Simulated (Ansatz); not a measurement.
# SiC, space group P6_3mc: cell relaxations under several functionals

Program: Ansatz 0.2.0 through its Python package.

`sic.xyz`
```text
4
Lattice="3.076 0.0 0.0 -1.538 2.66389414 0.0 0.0 0.0 5.048" Properties=species:S:1:pos:R:3 pbc="T T T"
Si   -0.00000000    1.77592943    0.00000000
Si    1.53800000    0.88796471    2.52400000
C    -0.00000000    1.77592943    1.94348000
C     1.53800000    0.88796471    4.46748000
```

Notebook, run cell by cell (the value of a cell's last expression is shown):

**Cell 1**
```python
import warnings

import ansatz
import numpy as np

def edges_and_angles(cell):
    cell = np.asarray(cell)
    a, b, c = np.linalg.norm(cell, axis=1)
    cosines = cell[1] @ cell[2] / (b * c), cell[0] @ cell[2] / (a * c), cell[0] @ cell[1] / (a * b)
    return (a, b, c, *np.degrees(np.arccos(cosines)))

warnings.simplefilter("ignore", ansatz.DeckWarning)
```

**Cell 2**
```python
crystal = ansatz.Crystal.from_extxyz("sic.xyz")
```

**Cell 3**
```python
len(crystal.resolved().sites)
```
Output:
```text
4
```

**Cell 4**
```python
calc = crystal.calculation()
calc = calc.basis(470).kpoints(12, 12, 4)
calc = calc.occupations("fermi_dirac").relax(cell=True, force_tolerance=0.005)
```

**Cell 5**
```python
levels = [("pbesol", "none"), ("revpbe", "d3bj"), ("r2scan", "none")]
print("level            a       b       c    alpha   beta  gamma  V/atom  steps")
for name, dispersion in levels:
    seen = []
    run = calc.functional(name, dispersion=dispersion).session().plan()
    result = run.execute(on_event=lambda e: seen.append(e) if e["event"] == "relax_step" else None)
    cell = result.lattice.cell_ang
    label = name if dispersion == "none" else f"{name}+{dispersion}"
    print("{:13s} {:7.4f} {:7.4f} {:7.4f} {:6.2f} {:6.2f} {:6.2f}".format(label, *edges_and_angles(cell)), f"{abs(np.linalg.det(cell)) / len(result.lattice.sites):7.3f} {len(seen):5d}")
```
Output:
```text
level            a       b       c    alpha   beta  gamma  V/atom  steps
pbesol         3.0759  3.0759  5.0475  90.00  90.00 120.00  10.339     6
revpbe+d3bj    3.0595  3.0595  5.0209  90.00  90.00 120.00  10.175     6
r2scan         3.0754  3.0754  5.0481  90.00  90.00 120.00  10.337     7
```

From smallest to largest: revPBE+D3BJ (10.18 Å³ an atom, -1.6 % against the start), r2SCAN (10.34 Å³ an atom, +0.0 % against the start) and PBEsol (10.34 Å³ an atom, +0.0 % against the start). The spread is 1.6 % in volume.

The cutoff lies under the one recommended for these potentials in some of the runs. The structure is a deposited one; some such entries were measured under pressure or heat, so a shift against it needn't be the functional's error alone. The script silences the warnings on its input, which a real study should read. By the engine's processor time: 50 s on 1 thread of Intel(R) Xeon(R) Processor @ 2.30GHz (shared host), peak memory 0.64 GiB.
